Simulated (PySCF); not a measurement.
# How the method moves the HOMO and LUMO of `CC(C)(C)O`

C₄H₁₀O.
Z-matrix (Å and degrees, PBE0-D3(BJ)/def2-SVP geometry), rows numbered from 1:
```
C 
C   1  1.5277
C   2  1.5275  1  110.66
C   2  1.5217  1  110.68  3  -123.03
O   2  1.4189  1  109.67  3   121.19
H   1  1.1008  2  111.73  3    61.30
H   1  1.1001  2  110.09  3  -177.93
H   1  1.1029  2  110.64  3   -58.54
H   3  1.1001  2  110.10  1   178.05
H   3  1.1008  2  111.69  1   -61.22
H   3  1.1030  2  110.70  1    58.63
H   4  1.0998  2  111.15  1    62.53
H   4  1.0999  2  110.11  1   -58.05
H   4  1.1000  2  109.99  1  -176.96
H   5  0.9633  2  107.59  1   -60.78
```

Basis pcSseg-1 throughout (PySCF), one geometry. Isolated species at its PBE0-D3(BJ)/def2-SVP geometry, gas phase.

Question: How do the orbital energies, the gap and the dipole change with the method?

Answer: 
| method | kind | HOMO (eV) | LUMO (eV) | gap (eV) | μ (D) | SCF cycles |
| --- | --- | --- | --- | --- | --- | --- |
| BLYP | GGA | -5.92 | 0.24 | 6.16 | 1.45 | 15 |
| OPBE | GGA | -5.97 | 0.58 | 6.55 | 1.46 | 14 |
| PBE | GGA | -6.01 | 0.25 | 6.26 | 1.46 | 14 |
| B97-D | GGA | -6.06 | 0.40 | 6.46 | 1.48 | 14 |
| BP86 | GGA | -6.14 | 0.32 | 6.46 | 1.48 | 13 |
| LDA | LDA | -6.16 | 0.03 | 6.19 | 1.54 | 13 |
| KT3 | GGA | -6.20 | 0.14 | 6.34 | 1.41 | 14 |
| KT2 | GGA | -6.20 | 0.14 | 6.35 | 1.42 | 14 |
| B97-2 | global hybrid | -7.42 | 1.13 | 8.55 | 1.55 | 12 |
| B3LYP | global hybrid | -7.44 | 0.76 | 8.20 | 1.54 | 12 |
| PBE0 | global hybrid | -7.70 | 1.11 | 8.80 | 1.57 | 12 |
| mPW1PW91 | global hybrid | -7.74 | 1.12 | 8.87 | 1.58 | 12 |
| CAM-B3LYP | range-separated hybrid | -9.17 | 1.93 | 11.10 | 1.60 | 12 |
| BHandHLYP | global hybrid | -9.30 | 1.78 | 11.08 | 1.64 | 12 |
| wB97X-D | range-separated hybrid | -9.64 | 2.92 | 12.56 | 1.60 | 12 |
| LC-wPBE | range-separated hybrid | -10.51 | 3.31 | 13.82 | 1.64 | 12 |
| HF | Hartree–Fock | -11.75 | 3.99 | 15.74 | 1.74 | 10 |

The HOMO spans 5.83 eV, from BLYP down to HF, and the gap runs from 6.16 eV (BLYP) to 15.74 eV (HF). Over the methods BLYP (0 %), OPBE (0 %), PBE (0 %), B97-D (0 %), BP86 (0 %), LDA (0 %), KT3 (0 %), KT2 (0 %), B97-2 (21 %), B3LYP (20 %), PBE0 (25 %), mPW1PW91 (25 %), BHandHLYP (50 %), HF (100 %), a straight line through the gap against the share of exact exchange rises by 0.94 eV for each 10 % (correlation coefficient 0.999). The dipole ranges from 1.41 D (KT3) to 1.74 D (HF). This basis has no diffuse functions.

The vertical ΔSCF ionisation energy at B3LYP/def2-SVPD is 10.11 eV; −ε(HOMO) comes closest to it with LC-wPBE (10.51 eV).
